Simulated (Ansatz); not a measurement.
The system is TiSi2.

```xyz
6
Lattice="0.0000 4.1175 4.2629 2.3895 0.0000 4.2629 2.3895 4.1175 0.0000" Properties=species:S:1:pos:R:3 pbc="T T T"
Ti    3.5843    6.1763    6.3943
Ti    2.3895    4.1175    4.2629
Si    1.1948    3.3975    2.1314
Si    1.1948    0.7200    2.1314
Si    2.3895    1.3387    4.2629
Si    2.3895    6.8963    4.2629
```

The cell is a database's computed one.

Base run:

- Program: Ansatz 0.2.0
- Functional: RPBE
- Potentials or basis: Ansatz PAW
- Cutoff: 420 eV (not typed: the program's choice for these potentials)
- k mesh: 7 × 7 × 7
- Occupations: fermi-dirac, width 0.05 eV
- Spin: no spin polarisation

Its results: band gap on the k mesh none (metal or under the smearing width); pressure 4.7 GPa; largest force 0.007 eV/Å.

The run is repeated on the same cell with these changes: functional from RPBE to revPBE. What comes out?

Band gap on the k mesh none (metal or under the smearing width); pressure 4.0 GPa; largest force 0.011 eV/Å.

Caveats: the PAW data sets come from PBE, with cores solved anew for the run's functional, which leaves a small shift of forces and pressure.
